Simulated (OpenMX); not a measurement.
## TaS2 under changes of volume

One of the cells (18.984 Å³/atom); the others are scaled copies at fixed shape and fractional positions:

```xyz
3
Lattice="3.3500 0.0000 0.0000 -1.6750 2.9012 0.0000 0.0000 0.0000 5.8600" Properties=species:S:1:pos:R:3 pbc="T T T"
Ta    0.0000    0.0000    0.0000
S     1.6750    0.9671    4.3950
S     0.0000    1.9341    1.4650
```

```yaml
Program: OpenMX 3.8.5
Functional: PBE
Potentials_or_basis: OpenMX 2013 PBE set, Ta7.0-s3p2d2, S7.0-s2p2d1, fixed grid of 35 × 35 × 70 points
k_mesh: 9 × 9 × 5
Occupations: fermi-dirac, width 0.05 eV
Spin: no spin polarisation
```

```tsv
volume (Å³/atom)	energy over the lowest point (meV/atom)	largest force (eV/Å)
17.845	163.67	2.790
18.225	?	?
18.605	77.07	1.954
18.984	46.96	1.578
19.364	24.57	1.228
19.744	9.11	0.901
20.123	0.00	0.595
```

Question: What does the run at 18.225 Å³/atom give?

Answer: Energy over the lowest point 115.66 meV/atom; largest force 2.357 eV/Å.

Worked out: A Birch-Murnaghan fit of order 3 (a polynomial in V^(-2/3)) to the other rows has its minimum at 20.55 Å³/atom, just outside them, with B0 = V·E''(V) = 118 GPa and B' = 4.2 at fixed shape and positions, which overstates the stiffness. It gives 115.67 meV/atom at 18.225 Å³/atom, against the run's 115.66.

Energies are extrapolated to zero smearing.

Caveats: this functional lacks dispersion, which binds the layers, so the pressure and a relaxed spacing across them are unreliable; the basis of atomic orbitals isn't converged, which shifts pressures, moduli and gaps; forces of over 1 eV/Å show positions far from the minimum, so gaps and moduli don't describe the material at rest (some runs).
